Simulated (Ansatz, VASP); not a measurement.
**SiNi: VASP beside Ansatz**

Contents of INCAR:

```
SYSTEM = SiNi
ALGO = Fast
EDIFF = 1E-6
ENCUT = 520
GGA = PS
ISIF = 2
ISMEAR = -1
LASPH = .True.
LCHARG = .False.
LREAL = .False.
LWAVE = .False.
NBANDS = 22
NELM = 100
PREC = Accurate
SIGMA = 0.05
```

The input KPOINTS:

```
k-points
0
Gamma
  14 12 9
  0 0 0
```

File POSCAR:

```
SiNi
1.0
    2.9427706600      0.0000000000      0.0000000000
    0.0000000000      3.2803255400      0.0000000000
    0.0000000000      0.0000000000      4.6774467600
Si Ni
2 2
Direct
    0.0000000000      0.0000000000      0.1568568400
    0.5000000000      0.5000000000      0.8431431600
    0.0000000000      0.0000000000      0.6575044100
    0.5000000000      0.5000000000      0.3424955900
```

Input for Ansatz:

```yaml
crystal:
  lattice:
    - [2.94277066, 0.0, 0.0]
    - [0.0, 3.28032554, 0.0]
    - [0.0, 0.0, 4.67744676]
  atoms:
    - { symbol: Si, position: [0.0, 0.0, 0.15685684] }
    - { symbol: Si, position: [0.5, 0.5, 0.84314316] }
    - { symbol: Ni, position: [0.0, 0.0, 0.65750441] }
    - { symbol: Ni, position: [0.5, 0.5, 0.34249559] }
kpoints:
  mp_grid: { grid: [14, 12, 9] }
  band_path:
    path:
      - [0.0, 0.0, 0.0]
      - [0.5, 0.0, 0.0]
      - [0.5, 0.5, 0.0]
      - [0.0, 0.5, 0.0]
      - [0.0, 0.0, 0.0]
      - [0.0, 0.0, 0.5]
      - [0.5, 0.0, 0.5]
      - [0.5, 0.5, 0.5]
      - [0.0, 0.5, 0.5]
    npoints: 14
scf:
  occupations: { method: fermi_dirac, width: 0.05 }
hamiltonian:
  xc: pbesol
  pseudopotentials: { kind: all_electron, lapw: { basis_error: 0.001 } }
output:
  forces: true
  stress: true
  eigenvalues: true
  populations: true
  dos: { projected: true, de: 0.2, e_range: [-14, 8] }
```

The cell is a database's computed one.

Alike in both runs: task single point; functional PBEsol; k mesh 14 × 12 × 9; occupations fermi-dirac, width 0.05 eV; no spin polarisation.

```csv
,VASP,Ansatz
version,VASP 6.6.1,Ansatz 0.2.0
potentials or method,"VASP PAW PBE potentials, release 64 (Si, Ni)","all-electron LAPW, scalar-relativistic"
plane-wave cutoff (eV),520,see its input
```

```csv
,VASP,Ansatz,Ansatz less VASP
pressure (GPa),0.2,0.1,-0.13
largest component of the traceless stress (GPa),0.60,0.75,+0.145
rms of the force components (eV/Å),0.044,0.043,-0.0010
```

Atom by atom the forces differ by 0.004 eV/Å (rms over components). Ansatz ran all-electron here, so the differences hold the error of VASP's frozen core and of both bases.

Caveats: the PAW data sets were made with another functional, which shifts forces and pressure a little (VASP). Spin polarisation is off, so any magnetic state and its effect on volume and gap are missing.
